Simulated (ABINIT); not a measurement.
# Al (Fm-3m) in ABINIT: a series of runs

One crystal, Al, is run at these levels: PBE; tasks: equation of state, single point.

All numbers are computed with ABINIT 10.8.3 (patched build); they aren't measurements. Logs are shortened: lines on timing, memory, paths and dates and some standing lists are left out, and cuts for length are marked. The log counts tension as positive stress, the text compression.

**What was measured.**

From “The interpretation of polycrystalline coherent inelastic neutron scattering from aluminium”, 2013, pmc:3831299, for a bulk crystal of Al: bulk modulus 76.9 GPa.

How close the calculation comes is told below.

## (1) Starting point

Symmetry: Fm-3m, No. 225, cubic system. Conventional cell: a = 4.050 Å, b = 4.050 Å, c = 4.050 Å, α = 90.00°, β = 90.00°, γ = 90.00°. Al (site symmetry m-3m) is surrounded by 12 Al at 2.86 Å.

## (2) Equation of state, PBE

run.abi

```
# Datasets: one volume each
ndtset 7
getwfk -1
scalecart1 3*0.9795861087
scalecart2 3*0.9864848297
scalecart3 3*0.9932883884
scalecart4 3*1.0000000000
scalecart5 3*1.0066227096
scalecart6 3*1.0131594038
scalecart7 3*1.0196128224

# Pseudopotentials
pp_dirpath "./"
pseudos "Al.GGA_PBE-JTH.xml"

# Structure
acell 3*1.0 Angstrom
rprim
     0.0000000000     2.0248050000     2.0248050000
     2.0248050000     0.0000000000     2.0248050000
     2.0248050000     2.0248050000     0.0000000000
ntypat 1
znucl 13
natom 1
typat 1
xred
     0.0000000000     0.0000000000     0.0000000000

# Plane-wave basis
ecut 15.0
pawecutdg 30.0
pawxcdev 0

# k points
kptopt 1
ngkpt 11 11 11
nshiftk 1
shiftk 0.0 0.0 0.0

# Exchange and correlation
ixc 11

# Bands and occupations
nband 6
occopt 3
tsmear 0.05 eV

# SCF cycle
nstep 100
tolvrs 1.0e-9

# Output
iomode 3
prtwf 1
prtden 0
prteig 0
prtebands 0
```

Potentials or basis: JTH PAW PBE v2.0.

Launch:

```sh
$ abinit run.abi > log 2>&1
```

run.abo:

```text
.Version 10.8.3 of ABINIT
 DATASET    1 : space group Fm -3 m (#225); Bravais cF (face-center cubic)
================================================================================
 Values of the parameters that define the memory need for DATASET  1.
     intxc =       0    ionmov =       0      iscf =      17    lmnmax =       8
     lnmax =       4     mgfft =      20  mpssoang =       2    mqgrid =    3001
     natom =       1  nloc_mem =       2    nspden =       1   nspinor =       1
    nsppol =       1      nsym =      48    n1xccc =       1    ntypat =       1
    occopt =       3   xclevel =       2
       mpw =         303          nfft =        8000          nkpt =          56
 PAW method is used; the additional fine FFT grid is defined by:
   mgfftf=        30    nfftf =     27000
================================================================================
================================================================================
[... 71 lines left out ...]
 DATASET    7 : space group Fm -3 m (#225); Bravais cF (face-center cubic)
================================================================================
 Values of the parameters that define the memory need for DATASET  7.
     intxc =       0    ionmov =       0      iscf =      17    lmnmax =       8
     lnmax =       4     mgfft =      20  mpssoang =       2    mqgrid =    3001
     natom =       1  nloc_mem =       2    nspden =       1   nspinor =       1
    nsppol =       1      nsym =      48    n1xccc =       1    ntypat =       1
    occopt =       3   xclevel =       2
       mpw =         337          nfft =        8000          nkpt =          56
 PAW method is used; the additional fine FFT grid is defined by:
   mgfftf=        30    nfftf =     27000
================================================================================
================================================================================

--------------------------------------------------------------------------------
------------- Echo of variables that govern the present computation ------------
--------------------------------------------------------------------------------
 -outvars: echo values of preprocessed input variables --------
            acell      1.8897261259E+00  1.8897261259E+00  1.8897261259E+00 Bohr
              amu      2.69815390E+01
             ecut      1.50000000E+01 Hartree
           getwfk          -1
                       outvar_i_n : Printing only first  50 k-points.
              ixc          11
           jdtset        1    2    3    4    5    6    7
                       outvar_i_n : Printing only first  50 k-points.
         kptrlatt       11    0    0      0   11    0      0    0   11
          kptrlen1     5.83085676E+01
          kptrlen2     5.87192048E+01
          kptrlen3     5.91241777E+01
          kptrlen4     5.95236775E+01
          kptrlen5     5.99178855E+01
          kptrlen6     6.03069736E+01
          kptrlen7     6.06911048E+01
            natom           1
            nband           6
           ndtset           7
            ngfft          20      20      20
          ngfftdg          30      30      30
             nkpt          56
            nstep         100
             nsym          48
           ntypat           1
                       prtocc : prtvol=0, do not print more k-points.
           occopt           3
        pawecutdg      3.00000000E+01 Hartree
         pawxcdev           0
           prtden           0
        prtebands           0
           prteig           0
            rprim1     0.0000000000E+00  1.9834708508E+00  1.9834708508E+00
                       1.9834708508E+00  0.0000000000E+00  1.9834708508E+00
                       1.9834708508E+00  1.9834708508E+00  0.0000000000E+00
            rprim2     0.0000000000E+00  1.9974394156E+00  1.9974394156E+00
                       1.9974394156E+00  0.0000000000E+00  1.9974394156E+00
                       1.9974394156E+00  1.9974394156E+00  0.0000000000E+00
            rprim3     0.0000000000E+00  2.0112152953E+00  2.0112152953E+00
                       2.0112152953E+00  0.0000000000E+00  2.0112152953E+00
                       2.0112152953E+00  2.0112152953E+00  0.0000000000E+00
            rprim4     0.0000000000E+00  2.0248050000E+00  2.0248050000E+00
                       2.0248050000E+00  0.0000000000E+00  2.0248050000E+00
                       2.0248050000E+00  2.0248050000E+00  0.0000000000E+00
            rprim5     0.0000000000E+00  2.0382146955E+00  2.0382146955E+00
                       2.0382146955E+00  0.0000000000E+00  2.0382146955E+00
                       2.0382146955E+00  2.0382146955E+00  0.0000000000E+00
            rprim6     0.0000000000E+00  2.0514502266E+00  2.0514502266E+00
                       2.0514502266E+00  0.0000000000E+00  2.0514502266E+00
                       2.0514502266E+00  2.0514502266E+00  0.0000000000E+00
            rprim7     0.0000000000E+00  2.0645171409E+00  2.0645171409E+00
                       2.0645171409E+00  0.0000000000E+00  2.0645171409E+00
                       2.0645171409E+00  2.0645171409E+00  0.0000000000E+00
          spgroup         225
           tolvrs      1.00000000E-09
           tsmear      1.83746611E-03 Hartree
            typat      1
           useylm           1
                       outvars : Printing only first  50 k-points.
            znucl       13.00000

================================================================================

 chkinp: Checking input parameters for consistency, jdtset=   1.

 chkinp: Checking input parameters for consistency, jdtset=   2.

 chkinp: Checking input parameters for consistency, jdtset=   3.

 chkinp: Checking input parameters for consistency, jdtset=   4.
[... 39 lines left out ...]
 getcut : COMMENT -
  Note that boxcut > 2.2 ; recall that boxcut=Gcut(box)/Gcut(sphere) = 2
  is sufficient for exact treatment of convolution.
  Such a large boxcut is a waste : you could raise ecut
  e.g. ecut=   39.603806 Hartrees makes boxcut=2

--- Pseudopotential description ------------------------------------------------
- pspini: atom type   1  psp file is ./Al.GGA_PBE-JTH.xml
 Pseudopotential format is: paw10
 basis_size (lnmax)=  4 (lmn_size=  8), orbitals=   0   0   1   1
 Spheres core radius: rc_sph= 1.90363307
 Shapefunction is SIN type: shapef(r)=[sin(pi*r/rshp)/(pi*r/rshp)]**2
 Radius for shape functions =  1.60786206
 Compensation charge density is not taken into account in XC energy/potential

  -1.09563711E+01                                ecore*ucvol(ha*bohr**3)
--------------------------------------------------------------------------------

[... 7 lines left out ...]

     iter   Etot(hartree)      deltaE(h)  residm     nres2
 ETOT  1  -2.0929478212969    -2.093E+00 3.075E-01 3.961E-01
 ETOT  2  -2.1050401804713    -1.209E-02 8.522E-03 4.235E-02
 ETOT  3  -2.1049275804978     1.126E-04 9.067E-04 2.243E-03
 ETOT  4  -2.1049181837156     9.397E-06 8.325E-04 2.959E-05
 ETOT  5  -2.1049181668012     1.691E-08 1.620E-03 2.300E-08
 ETOT  6  -2.1049181657973     1.004E-09 5.221E-04 2.452E-09
 ETOT  7  -2.1049181657367     6.065E-11 4.262E-04 1.428E-10
[... 1164 lines left out ...]
 Cartesian components of stress tensor (hartree/bohr^3)
  sigma(1 1)=  1.52651539E-04  sigma(3 2)=  0.00000000E+00
  sigma(2 2)=  1.52651539E-04  sigma(3 1)=  0.00000000E+00
  sigma(3 3)=  1.52651539E-04  sigma(2 1)=  0.00000000E+00

-Cartesian components of stress tensor (GPa)         [Pressure= -4.4912E+00 GPa]
- sigma(1 1)=  4.49116333E+00  sigma(3 2)=  0.00000000E+00
- sigma(2 2)=  4.49116333E+00  sigma(3 1)=  0.00000000E+00
- sigma(3 3)=  4.49116333E+00  sigma(2 1)=  0.00000000E+00

== END DATASET(S) ==============================================================
================================================================================

 -outvars: echo values of variables after computation  --------
            acell      1.8897261259E+00  1.8897261259E+00  1.8897261259E+00 Bohr
           etotal1    -2.1049181657E+00
           etotal2    -2.1052211531E+00
           etotal3    -2.1053765981E+00
           etotal4    -2.1054009403E+00
           etotal5    -2.1053113945E+00
           etotal6    -2.1051133114E+00
           etotal7    -2.1048224035E+00
            fcart1    -0.0000000000E+00 -0.0000000000E+00 -0.0000000000E+00
            fcart2    -0.0000000000E+00 -0.0000000000E+00 -0.0000000000E+00
            fcart3    -0.0000000000E+00 -0.0000000000E+00 -0.0000000000E+00
            fcart4    -0.0000000000E+00 -0.0000000000E+00 -0.0000000000E+00
            fcart5    -0.0000000000E+00 -0.0000000000E+00 -0.0000000000E+00
            fcart6    -0.0000000000E+00 -0.0000000000E+00 -0.0000000000E+00
            fcart7    -0.0000000000E+00 -0.0000000000E+00 -0.0000000000E+00
            rprim1     0.0000000000E+00  1.9834708508E+00  1.9834708508E+00
                       1.9834708508E+00  0.0000000000E+00  1.9834708508E+00
                       1.9834708508E+00  1.9834708508E+00  0.0000000000E+00
            rprim2     0.0000000000E+00  1.9974394156E+00  1.9974394156E+00
                       1.9974394156E+00  0.0000000000E+00  1.9974394156E+00
                       1.9974394156E+00  1.9974394156E+00  0.0000000000E+00
            rprim3     0.0000000000E+00  2.0112152953E+00  2.0112152953E+00
                       2.0112152953E+00  0.0000000000E+00  2.0112152953E+00
[... 9 lines left out ...]
                       2.0514502266E+00  2.0514502266E+00  0.0000000000E+00
            rprim7     0.0000000000E+00  2.0645171409E+00  2.0645171409E+00
                       2.0645171409E+00  0.0000000000E+00  2.0645171409E+00
                       2.0645171409E+00  2.0645171409E+00  0.0000000000E+00
           strten1    -1.6601368820E-04 -1.6601368820E-04 -1.6601368820E-04
                       0.0000000000E+00  0.0000000000E+00  0.0000000000E+00
           strten2    -9.7315590803E-05 -9.7315590803E-05 -9.7315590803E-05
                       0.0000000000E+00  0.0000000000E+00  0.0000000000E+00
           strten3    -3.5592594069E-05 -3.5592594069E-05 -3.5592594069E-05
                       0.0000000000E+00  0.0000000000E+00  0.0000000000E+00
           strten4     1.9704680476E-05  1.9704680476E-05  1.9704680476E-05
                       0.0000000000E+00  0.0000000000E+00  0.0000000000E+00
           strten5     6.9142351287E-05  6.9142351287E-05  6.9142351287E-05
                       0.0000000000E+00  0.0000000000E+00  0.0000000000E+00
           strten6     1.1331272766E-04  1.1331272766E-04  1.1331272766E-04
                       0.0000000000E+00  0.0000000000E+00  0.0000000000E+00
           strten7     1.5265153890E-04  1.5265153890E-04  1.5265153890E-04
                       0.0000000000E+00  0.0000000000E+00  0.0000000000E+00
 Calculation completed.
```

Run time: 12 s. Hardware: 1 thread of Arm Neoverse V2, shared host; peak memory 0.11 GiB.

Results:

```
Equilibrium volume                      : 16.50 Å³/atom
Bulk modulus                            : 79 GPa
Pressure derivative of the bulk modulus : 4.4
```

Energy against volume, from the lowest point:
| volume (Å³/atom) | energy (meV/atom) |
| --- | --- |
| 15.607 | 13.14 |
| 15.939 | 4.89 |
| 16.271 | 0.66 |
| 16.603 | 0.00 |
| 16.935 | 2.44 |
| 17.267 | 7.83 |
| 17.599 | 15.74 |

Caveat: pressures at fixed basis lie under the slope of the energies.

## (3) Single point, PBE, 16.60 Å³/atom (biaxial strain of 0 %)

Changes to run.abi since step 2:

```diff
@@ -1,12 +1 @@
-# Datasets: one volume each
-ndtset 7
-getwfk -1
-scalecart1 3*0.9795861087
-scalecart2 3*0.9864848297
-scalecart3 3*0.9932883884
-scalecart4 3*1.0000000000
-scalecart5 3*1.0066227096
-scalecart6 3*1.0131594038
-scalecart7 3*1.0196128224
-
 # Pseudopotentials
@@ -53,3 +42,3 @@
 iomode 3
-prtwf 1
+prtwf 0
 prtden 0
```

Potentials or basis: JTH PAW PBE v2.0.

Launch:

```sh
$ abinit run.abi > log 2>&1
```

run.abo:

```text
.Version 10.8.3 of ABINIT
 Symmetries : space group Fm -3 m (#225); Bravais cF (face-center cubic)
================================================================================
 Values of the parameters that define the memory need of the present run
     intxc =       0    ionmov =       0      iscf =      17    lmnmax =       8
     lnmax =       4     mgfft =      20  mpssoang =       2    mqgrid =    3001
     natom =       1  nloc_mem =       2    nspden =       1   nspinor =       1
    nsppol =       1      nsym =      48    n1xccc =       1    ntypat =       1
    occopt =       3   xclevel =       2
       mpw =         322          nfft =        8000          nkpt =          56
 PAW method is used; the additional fine FFT grid is defined by:
   mgfftf=        30    nfftf =     27000
================================================================================
================================================================================

--------------------------------------------------------------------------------
[... 216 lines left out ...]
 Cartesian components of stress tensor (hartree/bohr^3)
  sigma(1 1)=  1.97087780E-05  sigma(3 2)=  0.00000000E+00
  sigma(2 2)=  1.97087780E-05  sigma(3 1)=  0.00000000E+00
  sigma(3 3)=  1.97087780E-05  sigma(2 1)=  0.00000000E+00

-Cartesian components of stress tensor (GPa)         [Pressure= -5.7985E-01 GPa]
- sigma(1 1)=  5.79852267E-01  sigma(3 2)=  0.00000000E+00
- sigma(2 2)=  5.79852267E-01  sigma(3 1)=  0.00000000E+00
- sigma(3 3)=  5.79852267E-01  sigma(2 1)=  0.00000000E+00

== END DATASET(S) ==============================================================
================================================================================

 -outvars: echo values of variables after computation  --------
            acell      1.8897261259E+00  1.8897261259E+00  1.8897261259E+00 Bohr
           etotal     -2.1054009403E+00
            fcart     -0.0000000000E+00 -0.0000000000E+00 -0.0000000000E+00
            rprim      0.0000000000E+00  2.0248050000E+00  2.0248050000E+00
                       2.0248050000E+00  0.0000000000E+00  2.0248050000E+00
                       2.0248050000E+00  2.0248050000E+00  0.0000000000E+00
           strten      1.9708777980E-05  1.9708777980E-05  1.9708777980E-05
                       0.0000000000E+00  0.0000000000E+00  0.0000000000E+00
 Calculation completed.
```

It took 2.8 s on 1 thread of Arm Neoverse V1, shared host; peak memory 0.07 GiB.

Results:

```
Free energy                                           : -57.2909 eV
Pressure                                              : -0.6 GPa
Band gap on the k mesh                                : none (metal or under the smearing width)
Valence electrons inside the program's atomic spheres : Al 0.74 (radii [1.0074] Å)
```

## (4) Single point, PBE, 15.30 Å³/atom (biaxial strain of -4 %)

Changes to run.abi since step 3:

```diff
@@ -7,5 +7,5 @@
 rprim
-     0.0000000000     2.0248050000     2.0248050000
-     2.0248050000     0.0000000000     2.0248050000
-     2.0248050000     2.0248050000     0.0000000000
+     0.0000000000     1.9438128000     2.0248050000
+     1.9438128000     0.0000000000     2.0248050000
+     1.9438128000     1.9438128000     0.0000000000
 ntypat 1
@@ -16,2 +16,5 @@
      0.0000000000     0.0000000000     0.0000000000
+chkprim 0
+chksymtnons 0
+tolsym 1.0e-6
```

Launch:

```sh
$ abinit run.abi > log 2>&1
```

Wall time 4.6 s (1 thread of Arm Neoverse V1, shared host); peak memory 0.08 GiB.

It converged, with:

- Free energy: -57.2601 eV
- Pressure: 7.1 GPa
- Band gap on the k mesh: none (metal or under the smearing width)
- Valence electrons inside the program's atomic spheres: Al 0.78 (radii [1.0074] Å)

## (5) Comparison with measurements

Step 2. Measured bulk modulus of Al: 76.9 GPa (quoted in “The interpretation of polycrystalline coherent inelastic neutron scattering from aluminium”, 2013, pmc:3831299). This calculation gives 79 GPa (+2.6 %). The fit is for a static lattice scaled at fixed shape and fixed fractional positions. The cell as given is a measured one (16.60 Å³/atom); PBE puts the equilibrium volume -0.6 % from it, thermal expansion not counted.
